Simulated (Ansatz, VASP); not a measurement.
One calculation of HgTe, two programs

INCAR

```
  ALGO = Normal
  EDIFF = 1E-7
  ENCUT = 520
  ISIF = 2
  ISMEAR = -1
  LASPH = True
  LCHARG = False
  LREAL = False
  LWAVE = False
  NBANDS = 16
  NELM = 80
  PREC = Accurate
  SIGMA = 0.08
```

File KPOINTS:

```
k-points
0
Gamma
  10 10 10
```

The input POSCAR:

```
HgTe
1.0
    0.0000000000      2.8338550000      2.9215000000
    2.8338550000      0.0000000000      2.9215000000
    2.8338550000      2.8338550000      0.0000000000
Hg Te
1 1
Direct
    0.0000000000      0.0000000000      0.0000000000
    0.5000000000      0.5000000000      0.5000000000
```

Input for Ansatz:

```yaml
crystal:
  lattice:
    - [0.0, 2.833855, 2.9215]
    - [2.833855, 0.0, 2.9215]
    - [2.833855, 2.833855, 0.0]
  atoms:
    - { symbol: Hg, position: [0.0, 0.0, 0.0] }
    - { symbol: Te, position: [0.5, 0.5, 0.5] }
kpoints:
  mp_grid: { grid: [10, 10, 10] }
  band_path:
    path:
      - [0.0, 0.0, 0.0]
      - [0.0, 0.5, 0.5]
      - [0.25, 0.75, 0.5]
      - [0.0, 0.5, 0.0]
      - [0.0, 0.0, 0.0]
      - [0.5, 0.5, 0.0]
      - [0.3676125, 0.6323875, 0.0]
      - [-0.3676125, 0.3676125, 0.0]
      - [0.0, 0.0, 0.0]
    npoints: 5
scf:
  occupations: { method: fermi_dirac, width: 0.08 }
hamiltonian:
  xc: lda
  pseudopotentials: { kind: all_electron, lapw: { basis_error: 0.001 } }
output:
  forces: true
  stress: true
  eigenvalues: true
```

Change from the starting cell: equal xx and yy strain of -3 %.

Alike in both runs: task single point; functional LDA; k mesh 10 × 10 × 10; occupations fermi-dirac, width 0.08 eV; no spin polarisation.

|  | VASP | Ansatz |
| --- | --- | --- |
| version | VASP 6.6.1 | Ansatz 0.2.0 |
| potentials or method | VASP PAW LDA potentials, release 64 (Hg, Te) | all-electron LAPW, scalar-relativistic |
| plane-wave cutoff (eV) | 520 | see its input |

```csv
,VASP,Ansatz,Ansatz less VASP
pressure (GPa),10.9,10.2,-0.72
largest component of the traceless stress (GPa),3.48,3.35,-0.126
```

Ansatz ran all-electron here, so the differences hold the error of VASP's frozen core and of both bases.

Spin-orbit coupling is left out, which matters for the levels of Hg, Te.
